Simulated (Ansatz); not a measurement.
GaAs:

```
As Ga
1.0
     0.00000    2.82685    2.82685
     2.82685    0.00000    2.82685
     2.82685    2.82685    0.00000
As Ga
1 1
Direct
  0.75000 0.75000 0.75000
  0.00000 0.00000 0.00000
```

```yaml
Program: Ansatz 0.2.0
Task: relaxation of cell and atoms
Functional: PBE
Potentials_or_basis: all-electron LAPW, scalar-relativistic
Basis_error_allowed: 0.001 eV/atom
k_mesh: 8 × 8 × 8
Occupations: fermi-dirac, width 0.05 eV
Spin: no spin polarisation
```

At the start: volume 22.59 Å³/atom.

**Question.** Where does the relaxation end?

**Answer.** Over 5 steps the energy falls by 10.9 meV/atom and the volume is 23.71 Å³/atom (+4.9 %); space group F-43m (No. 216, to 0.05 Å).

The path:
```csv
step,energy change (eV),largest force (eV/Å),volume (Å³)
1,0.0000,0.0000,45.18
2,-0.0208,0.0000,46.94
3,-0.0217,0.0000,47.37
4,-0.0217,0.0000,47.41
5,-0.0217,0.0000,47.41
```

Final structure:
```xyz
2
Lattice="0.0000 2.8727 2.8727 2.8727 0.0000 2.8727 2.8727 2.8727 0.0000" Properties=species:S:1:pos:R:3 pbc="T T T"
As    4.3091    4.3091    4.3091
Ga    0.0000    0.0000    0.0000
```
